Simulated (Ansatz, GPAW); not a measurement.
MgTe: PBE in single-zeta orbitals, run from Python

These are simulated results from GPAW 26.7.0, not measurements. The cell began as a database structure and was relaxed with r2SCAN in plane waves (Ansatz 0.2.0). All runs are without spin polarisation.

The symmetry is F-43m (No. 216, cubic); a = 6.466 Å in the conventional setting, 33.80 Å³ an atom. Mg has 4 Te at 2.80 Å; Te has 4 Mg at 2.80 Å.

The basis is minimal: single zeta, one radial function for each shell that the log's basis lists. It describes the filled bands fairly and the empty ones poorly.

The script, run.py:

```python
import json
from ase import Atoms
from gpaw import GPAW, PW, FermiDirac

atoms = Atoms(['Mg', 'Te'],
              cell=[[0.0, 3.23312, 3.23312], [3.23312, 0.0, 3.23312], [3.23312, 3.23312, 0.0]],
              scaled_positions=[[0.0, -0.0, -0.0], [0.75, 0.75, 0.75]],
              pbc=True)
calc = GPAW(mode='lcao', basis='sz(dzp)', h=0.2, xc='PBE', kpts={'size': (4, 4, 4), 'gamma': True},
            occupations=FermiDirac(0.02), maxiter=100, legacy_gpaw=True, txt='gpaw.txt')
atoms.calc = calc
res = {'energy': atoms.get_potential_energy(force_consistent=True)}
res['electrons'] = calc.get_number_of_electrons()
res['k'] = calc.get_ibz_k_points().tolist()
res['levels'] = [calc.get_eigenvalues(kpt=i).tolist() for i in range(len(res['k']))]
points = [[0.0, 0.0, 0.0], [-0.5, -0.5, 0.0], [-0.375, -0.375, 0.25], [-0.375, 0.0, 0.375], [0.0, 0.0, 0.5], [-0.5, -0.25, 0.25]]
bands = calc.fixed_density(kpts=points, symmetry='off', txt='bands.txt')
res['points'] = [bands.get_eigenvalues(kpt=i).tolist() for i in range(len(points))]
json.dump(res, open('results.json', 'w'))
print('free energy (eV):', round(res['energy'], 5))
```

Command: `python run.py`. It took 5.1 s on 1 thread of Arm Neoverse V1, with other jobs on the host, peak memory 0.15 GiB.

The log gpaw.txt, trimmed of paths, versions and times, then the last line on the terminal. An iter line gives the energy in eV and the logarithms of the changes of orbitals (plane waves alone) and density (c: converged):

```
___ ___ ___ _ _ _
 |   |   |_  | | | |

 | | | | | . | | | |

 |__ |  _|___|_____|  26.7.0
 |___|_|

Input parameters:
  basis: sz(dzp)
  h: 0.2
  kpts: {gamma: True,
         size: (4, 4, 4)}
  maxiter: 100
  mode: lcao
  occupations: {fixmagmom: False,
                name: fermi-dirac,
                width: 0.02}
  xc: PBE

System changes: positions, numbers, cell, pbc, initial_charges, initial_magmoms

Initialize ...

species:
  Mg:
    name:    Magnesium
    Z:       12.0
    valence: 10
    core:    2
    charge:  0.0  # [|e|]
    compensation charges:
      type: gauss
      rc: 0.33  # [Å]
      lmax: 2
    cutoffs:
      filter: 1.86  # [Å]
      core: 0.54  # [Å]
    projectors
    | kind |    occ | energy [eV] | rcut [Å] |

    |------|--------|-------------|----------|

    |   2s |  2.000 |     -79.840 |    1.090 |

    |   3s |  2.000 |      -4.705 |    1.090 |

    |   2p |  6.000 |     -46.613 |    1.085 |

    |   3p |  0.000 |      -1.330 |    1.085 |

    |    d |        |       0.000 |    1.037 |

    LCAO basis set for Mg:
      Name: sz(dzp)
      Number of radial functions: 4
      Number of spherical harmonics: 8
        l=0, rc=2.7969 Bohr: 2s-sz confined orbital
        l=0, rc=9.2344 Bohr: 3s-sz confined orbital
        l=1, rc=3.1406 Bohr: 2p-sz confined orbital
        l=1, rc=12.7188 Bohr: 3p-sz confined orbital
      Number of RI-basis functions 0

  Te:
    name:    Tellurium
    Z:       52.0
    valence: 6
    core:    46
    charge:  0.0  # [|e|]
    compensation charges:
      type: gauss
      rc: 0.36  # [Å]
      lmax: 2
    cutoffs:
      filter: 2.09  # [Å]
      core: 3.17  # [Å]
    projectors
    | kind |    occ | energy [eV] | rcut [Å] |

    |------|--------|-------------|----------|

    |   5s |  2.000 |     -15.089 |    1.180 |

    |   5p |  4.000 |      -5.955 |    1.196 |

    |    s |        |      12.123 |    1.180 |

    |    p |        |      21.256 |    1.196 |

    |    d |        |       0.000 |    1.238 |

    LCAO basis set for Te:
      Name: sz(dzp)
      Number of radial functions: 2
      Number of spherical harmonics: 4
        l=0, rc=6.2500 Bohr: 5s-sz confined orbital
        l=1, rc=8.0156 Bohr: 5p-sz confined orbital
      Number of RI-basis functions 0

Reference energy: -190240.328323  # eV

Spin-paired calculation

Convergence criteria:
 Maximum [total energy] change in last 3 cyles: 0.0005 eV / valence electron
 Maximum integral of absolute [dens]ity change: 0.0001 electrons / valence electron
 Maximum integral of absolute [eigenst]ate change: 4e-08 eV^2 / valence electron
 Maximum number of scf [iter]ations: 100
 (Square brackets indicate name in SCF output, whereas a 'c' in
 the SCF output indicates the quantity has converged.)

Symmetries present (total): 24

  ( 1  0  0)  ( 1  0  0)  ( 1  0 -1)  ( 1  0 -1)  ( 1 -1  0)  ( 1 -1  0)
  ( 0  1  0)  ( 0  0  1)  ( 0  1 -1)  ( 0  0 -1)  ( 0 -1  1)  ( 0 -1  0)
  ( 0  0  1)  ( 0  1  0)  ( 0  0 -1)  ( 0  1 -1)  ( 0 -1  0)  ( 0 -1  1)

  ( 0  1  0)  ( 0  1  0)  ( 0  1 -1)  ( 0  1 -1)  ( 0  0  1)  ( 0  0  1)
  ( 1  0  0)  ( 0  0  1)  ( 1  0 -1)  ( 0  0 -1)  ( 1  0  0)  ( 0  1  0)
  ( 0  0  1)  ( 1  0  0)  ( 0  0 -1)  ( 1  0 -1)  ( 0  1  0)  ( 1  0  0)

  ( 0  0 -1)  ( 0  0 -1)  ( 0 -1  1)  ( 0 -1  1)  ( 0 -1  0)  ( 0 -1  0)
  ( 1  0 -1)  ( 0  1 -1)  ( 1 -1  0)  ( 0 -1  0)  ( 1 -1  0)  ( 0 -1  1)
  ( 0  1 -1)  ( 1  0 -1)  ( 0 -1  0)  ( 1 -1  0)  ( 0 -1  1)  ( 1 -1  0)

  (-1  1  0)  (-1  1  0)  (-1  0  1)  (-1  0  1)  (-1  0  0)  (-1  0  0)
  (-1  0  1)  (-1  0  0)  (-1  1  0)  (-1  0  0)  (-1  1  0)  (-1  0  1)
  (-1  0  0)  (-1  0  1)  (-1  0  0)  (-1  1  0)  (-1  0  1)  (-1  1  0)

64 k-points: 4 x 4 x 4 Monkhorst-Pack grid + [1/8,1/8,1/8]
8 k-points in the irreducible part of the Brillouin zone
       k-points in crystal coordinates                weights
   0:     0.00000000    0.00000000    0.00000000          1/64
   1:     0.25000000    0.25000000    0.00000000          6/64
   2:     0.25000000    0.25000000    0.25000000          8/64
   3:     0.50000000    0.25000000   -0.25000000          6/64
   4:     0.50000000    0.25000000    0.25000000         12/64
   5:     0.50000000    0.50000000    0.00000000          3/64
   6:     0.50000000    0.50000000    0.25000000         24/64
   7:     0.50000000    0.50000000    0.50000000          4/64

Wave functions: LCAO
  Diagonalizer: Serial LAPACK
  Atomic Correction: dense with blas
  Data-type: complex

Occupation numbers: Fermi-Dirac:
  width: 0.0200  # eV

Eigensolver
   LCAO using direct dense diagonalizer

Densities:
  Coarse grid: 20*20*20 grid
  Fine grid: 40*40*40 grid
  Total Charge: 0.000000

Density mixing:
  Method: separate
  Backend: msr1
  Linear mixing parameter: 0.05
  old densities: 10
  Width of damping distribution: 1.1
  Damping of long wavelength oscillations: 20

Hamiltonian:
  XC and Coulomb potentials evaluated on a 40*40*40 grid
  Using the PBE Exchange-Correlation functional
  Interpolation: tri-quintic (5. degree polynomial)
  Poisson solver: FastPoissonSolver using
    Stencil: 12*3+1=37 point O(h^6) finite-difference Laplacian
    FFT axes: [np.int64(0), np.int64(1), np.int64(2)]
    FST axes: []

XC parameters: PBE with 2 nearest neighbor stencil

Memory estimate:
  Process memory now: 113.00 MiB
  Calculator: 16.42 MiB
    Density: 9.89 MiB
      Arrays: 1.59 MiB
      Localized functions: 7.08 MiB
      Mixer: 1.22 MiB
    Hamiltonian: 1.51 MiB
      Arrays: 1.04 MiB
      XC: 0.00 MiB
      Poisson: 0.00 MiB
      vbar: 0.47 MiB
    Wavefunctions: 5.02 MiB
      C [qnM]: 0.02 MiB
      S, T [2 x qmm]: 0.04 MiB
      P [aqMi]: 0.00 MiB
      BasisFunctions: 4.97 MiB
      Eigensolver: 0.00 MiB

Total number of cores used: 1

Number of atoms: 2
Number of atomic orbitals: 12
Number of bands in calculation: 12
Number of valence electrons: 16
Bands to converge: occupied
Positions:
   0 Mg     0.000000    0.000000    0.000000    ( 0.0000,  0.0000,  0.0000)
   1 Te     4.849680    4.849680    4.849680    ( 0.0000,  0.0000,  0.0000)

Unit cell:
           periodic     x           y           z      points  spacing
  1. axis:    yes    0.000000    3.233120    3.233120    20     0.1867
  2. axis:    yes    3.233120    0.000000    3.233120    20     0.1867
  3. axis:    yes    3.233120    3.233120    0.000000    20     0.1867

  Lengths:   4.572322   4.572322   4.572322
  Angles:   60.000000  60.000000  60.000000

Effective grid spacing dv^(1/3) = 0.2037

iter:   1    -5.612201        c
iter:   2    -5.602437        c -1.29
iter:   3    -5.554118        c -1.32
iter:   4    -5.553639        c -2.17
iter:   5    -5.553502c       c -2.72
iter:   6    -5.553498c       c -3.74
iter:   7    -5.553497c       c -4.14c

Converged after 7 iterations.

Energy contributions relative to reference atoms: (reference = -190240.328323)

Kinetic:        +12.406602
Potential:      -11.054284
External:        +0.000000
XC:              -6.971537
Entropy (-ST):   -0.000000
Local:           +0.065722
SIC:             +0.000000
--------------------------
Free energy:     -5.553497
Extrapolated:    -5.553497

Showing only first 2 kpts
 Kpt  Band  Eigenvalues  Occupancy
  0     6      2.16700    2.00000
  0     7      2.16700    2.00000
  0     8      4.36839    0.00000
  0     9      7.93331    0.00000

  1     6      1.41330    2.00000
  1     7      1.41336    2.00000
  1     8      6.47352    0.00000
  1     9      6.86700    0.00000

Fermi level: 3.20123

Gap: 2.201 eV
Transition (v -> c):
  (s=0, k=0, n=7, [0.00, 0.00, 0.00]) -> (s=0, k=0, n=8, [0.00, 0.00, 0.00])
No difference between direct/indirect transitions

free energy (eV): -5.5535
```

The gap in the log is over the mesh alone; results.json adds the listed points. PBE in single-zeta orbitals gives a gap of 2.20 eV. On the same cell, plane-wave PBE (Ansatz, 8×8×8 k points and the special points) gives a gap of 2.42 eV and r2SCAN a gap of 3.10 eV; on shared hosts these took about 4.3 and 11 core-seconds on the 2-atom cell, against 5.1 for the script. Spin-orbit coupling, left out in all these runs, can cut or reorder the gap by tenths of an eV, up to about 1 eV with Pb or Bi.

No spin-orbit coupling is included; it can move band edges with weight on the heavy atoms by tenths of an eV.
